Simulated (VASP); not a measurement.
# SnSe in VASP: further runs

Runs on SnSe. Level: HSE06. Tasks: single point.

All numbers are computed with VASP 6.6.1; they aren't measurements. Logs are shortened: lines on timing, memory, paths and dates and some standing lists are left out, and cuts for length are marked.

## (1) Starting point

The cell holds a slab with vacuum, 4 atoms: a = 4.285 Å, b = 4.285 Å, c = 10.991 Å, α = 90.00°, β = 90.00°, γ = 90.00°.

## (2) Single point, HSE06

POSCAR

```
SnSe
1.0
    4.2853274191      0.0000000000      0.0000000000
    0.0000000000      4.2853274191      0.0000000000
    0.0000000000      0.0000000000     10.9906921300
Sn Se
2 2
Direct
    0.0000000000      0.5000000000      0.6277708900
    0.5000000000      0.0000000000      0.3722291100
    0.0000000000      0.5000000000      0.3839605100
    0.5000000000      0.0000000000      0.6160394900
```

INCAR.step1

```
  PREC = Accurate
  ENCUT = 350
  EDIFF = 1E-5
  ISMEAR = 0
  SIGMA = 0.01
  LREAL = F
  LASPH = T
  NELM = 100
  ALGO = Normal
  ISIF = 2
  LWAVE = T
  LCHARG = F
  NBANDS = 28
  NKRED = 1
  GGA = PE
```

INCAR.step2

```
  PREC = Accurate
  ENCUT = 350
  EDIFF = 1E-6
  ISMEAR = 0
  SIGMA = 0.01
  LREAL = F
  LASPH = T
  NELM = 100
  ALGO = Normal
  ISIF = 2
  LWAVE = F
  LCHARG = F
  GGA = PE
  LHFCALC = T
  HFSCREEN = 0.2
  PRECFOCK = Fast
  NBANDS = 28
  NKRED = 1
  ISTART = 1
```

KPOINTS

```
regular mesh
0
Gamma
  2 2 1
```

Potentials or basis: VASP PAW PBE potentials, release 64 (Sn_d, Se).

The run is started by

```console
> cat potpaw_PBE.64/Sn_d/POTCAR potpaw_PBE.64/Se/POTCAR > POTCAR
> cp INCAR.step1 INCAR
> mpirun -np 1 vasp_std > vasp.out
> cp INCAR.step2 INCAR
> mpirun -np 1 vasp_std > vasp.out
```

OUTCAR:

```text
PREC = Accurate
   ENCUT = 350
   EDIFF = 1E-6
   ISMEAR = 0
   LREAL = F
   LASPH = T
   NELM = 100
   ISIF = 2
   GGA = PE
   LHFCALC = T
   HFSCREEN = 0.2
   PRECFOCK = Fast
   NKRED = 1
   ISTART = 1

 Found      3 irreducible k-points:

 Following reciprocal coordinates:
            Coordinates               Weight
  0.000000  0.000000  0.000000      1.000000
  0.500000  0.000000  0.000000      2.000000
  0.500000  0.500000  0.000000      1.000000
   k-points           NKPTS =      3   k-points in BZ     NKDIM =      4   number of bands    NBANDS=     28
   number of dos      NEDOS =    301   number of ions     NIONS =      4
   total plane-waves  NPLWV =  54880
   dimension x,y,z NGX =    28 NGY =   28 NGZ =   70
   dimension x,y,z NGXF=    56 NGYF=   56 NGZF=  140
   ions per type =               2   2
   NGX,Y,Z   is equivalent  to a cutoff of  10.86, 10.86, 10.59 a.u.
   NGXF,Y,Z  is equivalent  to a cutoff of  21.72, 21.72, 21.18 a.u.
 SYSTEM =  unknown system
   PREC   = accura    normal or accurate (medium, high low for compatibility)
   ISTART =      1    job   : 0-new  1-cont  2-samecut
   ICHARG =      0    charge: 1-file 2-atom 10-const
   ISPIN  =      1    spin polarized calculation?
   LNONCOLLINEAR =      F non collinear calculations
   LSORBIT =      F    spin-orbit coupling
   LASPH  =      T    aspherical Exc in radial PAW
   ENCUT  =  350.0 eV  25.72 Ry    5.07 a.u.   6.54  6.54 16.77*2*pi/ulx,y,z
   NELM   =    100;   NELMIN=  2; NELMDL=  0     # of ELM steps
   EDIFF  = 0.1E-05   stopping-criterion for ELM
   LREAL  =      F    real-space projection
   EDIFFG = 0.1E-04   stopping-criterion for IOM
   NSW    =      0    number of steps for IOM
   IBRION =     -1    ionic relax: 0-MD 1-quasi-New 2-CG
   NFREE  =      0    steps in history (QN), initial steepest desc. (CG)
   ISIF   =      2    stress and relaxation
   ISYM   =      3    0-nonsym 1-usesym 2-fastsym
   POTIM  = 0.5000    time-step for ionic-motion
   TEBEG  =    0.0;   TEEND  =   0.0 temperature during run
   PSTRESS=    0.0 pullay stress
   NELECT =      40.0000    total number of electrons
   NUPDOWN=      -1.0000    fix difference up-down
   EMIN   =  10.00;   EMAX   =-10.00  energy-range for DOS
   EFERMI =   0.00;   METHOD = LEGACY
   ISMEAR =     0;   SIGMA  =   0.01  broadening in eV -4-tet -1-fermi 0-gaus
   EFERMI_NEDOS =   21; number of points for ismear=-14 and -15
   IALGO  =     38    algorithm
   IMIX   =      1    mixing-type and parameters
     AMIX     =   0.40;   BMIX     =  1.00
     AMIX_MAG =   1.60;   BMIX_MAG =  1.00
  volume/ion in A,a.u.               =      50.46       340.51
  Fermi-wavevector in a.u.,A,eV,Ry     =   0.954473  1.803693 12.395171  0.911019
  Thomas-Fermi vector in A             =   2.083223
   LORBIT       =      0    0 simple, 1 ext, 2 COOP (PROOUT), +10 PAW based schemes
   GGA     = PE    functional components
   LHFCALC =     T    Hartree Fock is set to
   PRECFOCK=fast      Normal, Fast or Accurate (Low or Medium for compatibility)
   ENCUT4O =  -1.0   cutoff for four orbital integrals eV
   NKREDX  =     1    reduce k-point grid by
   NKREDY  =     1    reduce k-point grid by
   NKREDZ  =     1    reduce k-point grid by
   AEXX    =    0.2500 exact exchange contribution
   HFSCREEN=    0.2000 screening length (either q_TF or 0.3 A-1)
   HFSCREENC=   0.2000 screening length for correlation (either q_TF or 0.3 A-1)
   ENCUTFOCK=  -1.0 apply spherical cutoff to Coloumb kernel
   IVDW    =     0    specifies the selected vdW correction
   LEPSILON=     F    determine dielectric tensor
   LRPA    =     F    only Hartree local field effects (RPA)
 non-spin polarized calculation
 Gauss-broadening in eV      SIGMA  =   0.01
  energy-cutoff  :      350.00
  volume of cell :      201.83
 maximum number of plane-waves:      3025
 NGX is ok and might be reduce to    28
  NGX = 16; NGY = 16; NGZ = 42

 number of electron      40.0000021 magnetization

 Free energy of the ion-electron system (eV)
  ---------------------------------------------------
  ext. energy  EPLUGINS =         0.00000000
  ---------------------------------------------------
  free energy    TOTEN  =       -18.84842262 eV

  energy without entropy =      -18.84842262  energy(sigma->0) =      -18.84842262

 E-fermi :   0.1641     XC(G=0):  -5.1161

 val. band max:        0.1023844676   @ k =   0.5000   0.0000   0.0000
 cond. band min:       2.4099978134   @ k =   0.5000   0.0000   0.0000
 fundamental gap:      2.3076133458
 Fermi energy:         0.1641140675

 k-point     1 :       0.0000    0.0000    0.0000
  band No.  band energies     occupation
      1     -23.0727      2.00000
      2     -23.0701      2.00000
      3     -23.0679      2.00000
      4     -23.0638      2.00000
      5     -23.0043      2.00000
      6     -22.9793      2.00000
[... 20 lines left out ...]
     27       6.7893      0.00000
     28       7.0115      0.00000

 k-point     2 :       0.5000    0.0000    0.0000
  band No.  band energies     occupation
      1     -23.0767      2.00000
      2     -23.0767      2.00000
      3     -23.0612      2.00000
      4     -23.0612      2.00000
      5     -22.9845      2.00000
      6     -22.9845      2.00000
[... 20 lines left out ...]
     27       6.4019      0.00000
     28       6.4019      0.00000

 k-point     3 :       0.5000    0.5000    0.0000
  band No.  band energies     occupation
      1     -23.0917      2.00000
      2     -23.0917      2.00000
      3     -23.0500      2.00000
      4     -23.0500      2.00000
      5     -22.9851      2.00000
      6     -22.9851      2.00000
[... 20 lines left out ...]
     27       7.7550      0.00000
     28       7.7550      0.00000

------------------------ aborting loop because EDIFF is reached ----------------------------------------

  FORCE on cell =-STRESS in cart. coord.  units (eV):
  Direction    XX          YY          ZZ          XY          YZ          ZX
  --------------------------------------------------------------------------------------
  -------------------------------------------------------------------------------------
  Total        1.9485318      1.9485318     -5.0701191      0.0000000      0.0000000      0.0000000
  in kB       15.4676745     15.4676745    -40.2472007      0.0000000      0.0000000      0.0000000
  external PRESSURE =      -3.1039506 kB  Pullay stress =       0.0000000 kB

 VOLUME and BASIS-vectors are now :
 -----------------------------------------------------------------------------
  energy-cutoff  :      350.00
  volume of cell :      201.83
      direct lattice vectors                 reciprocal lattice vectors
     4.285327419  0.000000000  0.000000000     0.233354398  0.000000000  0.000000000
     0.000000000  4.285327419  0.000000000     0.000000000  0.233354398  0.000000000
     0.000000000  0.000000000 10.990692130     0.000000000  0.000000000  0.090986081

 POSITION                                       TOTAL-FORCE (eV/Angst)
 -----------------------------------------------------------------------------------
      0.00000      2.14266      6.89964         0.000000      0.000000     -0.572876
      2.14266      0.00000      4.09106         0.000000     -0.000000      0.572876
      0.00000      2.14266      4.21999         0.000000      0.000000      1.210500
      2.14266      0.00000      6.77070        -0.000000      0.000000     -1.210500
 -----------------------------------------------------------------------------------
    total drift:                               -0.000000      0.000000     -0.000000

  FREE ENERGIE OF THE ION-ELECTRON SYSTEM (eV)
  ---------------------------------------------------
  free  energy   TOTEN  =       -18.8484226179 eV

  energy  without entropy=      -18.8484226179  energy(sigma->0) =      -18.84842262
```

It took 81 s on 1 thread of Intel Xeon Platinum 8375C at 2.90GHz (Ice Lake), shared host; peak memory 0.32 GiB.

The run converged, but some of its settings lie outside the range that counts as converged, so its numbers aren't taken as properties of the slab.

Results:

| Quantity | Value |
| --- | --- |
| Free energy | -18.8484 eV |
| Largest force | 1.210 eV/Å |
| Band gap on the k mesh | 2.31 eV, direct |

Caveat: the k mesh is coarse (spacing up to 0.73 Å⁻¹), so the values aren't converged, least of all with exact exchange; the PAW data sets were made with another functional, which shifts forces and pressure a little; spin-orbit coupling is left out, which moves the levels of the heavy elements.

## (3) Single point, HSE06

POSCAR is that of step 2.

INCAR.step1 is that of step 2.

INCAR.step2: that of step 2 with these lines changed.

```diff
@@ -15,3 +15,3 @@
   HFSCREEN = 0.2
-  PRECFOCK = Fast
+  PRECFOCK = Medium
   NBANDS = 28
```

KPOINTS

```
regular mesh
0
Gamma
  3 3 1
```

Potentials or basis: VASP PAW PBE potentials, release 64 (Sn_d, Se).

The run is started by

```console
> cat potpaw_PBE.64/Sn_d/POTCAR potpaw_PBE.64/Se/POTCAR > POTCAR
> cp INCAR.step1 INCAR
> mpirun -np 1 vasp_std > vasp.out
> cp INCAR.step2 INCAR
> mpirun -np 1 vasp_std > vasp.out
```

It took 6.3 min on 1 thread of Intel Xeon Platinum 8375C at 2.90GHz (Ice Lake), shared host; peak memory 0.37 GiB.

These settings aren't checked as converged: the numbers below hold their error.

What came out:

```yaml
Free_energy: -19.5544 eV
Largest_force: 0.368 eV/Å
Band_gap_on_the_k_mesh: 2.04 eV, direct
```

Caveat: the k mesh is coarse (spacing up to 0.49 Å⁻¹), so the values aren't converged, least of all with exact exchange; the PAW data sets were made with another functional, which shifts forces and pressure a little; spin-orbit coupling is left out, which moves the levels of the heavy elements.

## (4) Single point, HSE06

POSCAR is that of step 3.

INCAR.step1 is that of step 3.

INCAR.step2: that of step 3 with these lines changed.

```diff
@@ -15,3 +15,3 @@
   HFSCREEN = 0.2
-  PRECFOCK = Medium
+  PRECFOCK = Fast
   NBANDS = 28
```

KPOINTS

```
regular mesh
0
Gamma
  3 3 2
```

The run is started by

```console
> cat potpaw_PBE.64/Sn_d/POTCAR potpaw_PBE.64/Se/POTCAR > POTCAR
> cp INCAR.step1 INCAR
> mpirun -np 1 vasp_std > vasp.out
> cp INCAR.step2 INCAR
> mpirun -np 1 vasp_std > vasp.out
```

Wall time 4.8 min (1 thread of Intel Xeon Platinum 8375C at 2.90GHz (Ice Lake), shared host); peak memory 0.33 GiB.

These settings aren't checked as converged: the numbers below hold their error.

What came out:

```yaml
Free_energy: -19.5419 eV
Largest_force: 0.365 eV/Å
Band_gap_on_the_k_mesh: 2.03 eV, direct
```

Caveat: the k mesh is coarse (spacing up to 0.49 Å⁻¹), so the values aren't converged, least of all with exact exchange; the PAW data sets were made with another functional, which shifts forces and pressure a little; spin-orbit coupling is left out, which moves the levels of the heavy elements.

## (5) The reference run

An earlier run on the cell as given: functional PBE; potentials or basis VASP PAW PBE potentials, release 64 (Sn_d, Se); cutoff 520 eV; k mesh 6 × 6 × 3; occupations fermi-dirac, width 0.05 eV; no spin polarisation.

- Largest force: 0.265 eV/Å
- Band gap on the k mesh: 1.52 eV, direct
